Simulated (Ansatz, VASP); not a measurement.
**Two plane-wave programs on C**

INCAR

```
  PREC = Accurate
  ENCUT = 520
  EDIFF = 1E-7
  ISMEAR = 0
  SIGMA = 0.05
  LREAL = F
  LASPH = T
  NELM = 60
  ALGO = Normal
  ISIF = 2
  LWAVE = F
  LCHARG = F
  GGA = PE
  NBANDS = 26
```

File KPOINTS:

```
Automatic mesh
0
Gamma
  12 12 4
```

POSCAR

```
C
1.0
    2.4760125462      0.0000000000      0.0000000000
   -1.2380062731      2.1442897651      0.0000000000
    0.0000000000      0.0000000000      8.1660035800
C
8
Direct
    0.0000000000      0.0000000000      0.0929732494
    0.0000000000      0.0000000000      0.5929732494
    0.0000000000      0.0000000000      0.4070267506
    0.0000000000      0.0000000000      0.9070267506
    0.3333333333      0.6666666667      0.1555299995
    0.6666666667      0.3333333333      0.6555299995
    0.3333333333      0.6666666667      0.3444700005
    0.6666666667      0.3333333333      0.8444700005
```

Input for Ansatz:

```yaml
crystal:
  lattice:
    - [2.4760125462, 0.0, 0.0]
    - [-1.2380062731, 2.1442897651, 0.0]
    - [0.0, 0.0, 8.16600358]
  atoms:
    - { symbol: C, position: [0.0, 0.0, 0.0929732494] }
    - { symbol: C, position: [0.0, 0.0, 0.5929732494] }
    - { symbol: C, position: [0.0, 0.0, 0.4070267506] }
    - { symbol: C, position: [0.0, 0.0, 0.9070267506] }
    - { symbol: C, position: [0.3333333333, 0.6666666667, 0.1555299995] }
    - { symbol: C, position: [0.6666666667, 0.3333333333, 0.6555299995] }
    - { symbol: C, position: [0.3333333333, 0.6666666667, 0.3444700005] }
    - { symbol: C, position: [0.6666666667, 0.3333333333, 0.8444700005] }
basis:
  ecutwfc: 520.0
kpoints:
  mp_grid: { grid: [12, 12, 4] }
hamiltonian:
  xc: pbe
  pseudopotentials: { kind: paw, azcp: { folder: soft_1 } }
scf:
  occupations: { method: gaussian, width: 0.05 }
output:
  forces: true
  stress: true
  eigenvalues: true
```

Change from the starting cell: mode 14 frozen in at +0.000 Å, equal normal strain along x, y and z -0.0167.

Alike in both runs: task single point; functional PBE; k mesh 12 × 12 × 4; occupations gaussian, width 0.05 eV; no spin polarisation.

|  | VASP | Ansatz |
| --- | --- | --- |
| version | VASP 6.6.1 | Ansatz 0.2.0 |
| potentials or method | VASP PAW PBE potentials, release 64 (C) | scalar-relativistic, plane waves, PAW |
| plane-wave cutoff (eV) | 520 | 520 |
| valence electrons in the cell | 32 | 32 |

Ansatz gave:

```
gap on the k mesh at the Fermi level (eV)       : 4.67
least direct gap on the mesh (eV)               : 5.41
pressure (GPa)                                  : 24.1
largest component of the traceless stress (GPa) : 0.10
rms of the force components (eV/Å)              : 0.020
```

Problem. Which values does VASP return?

Solution. gap on the k mesh at the Fermi level (eV): 4.66; least direct gap on the mesh (eV): 5.41; pressure (GPa): 24.9; largest component of the traceless stress (GPa): 0.07; rms of the force components (eV/Å): 0.021.

Atom by atom the forces differ by 0.002 eV/Å (rms over components).

Caveats: so large a pressure means that the cell lies far from this level's equilibrium, or that cutoff or potentials fall short (VASP).
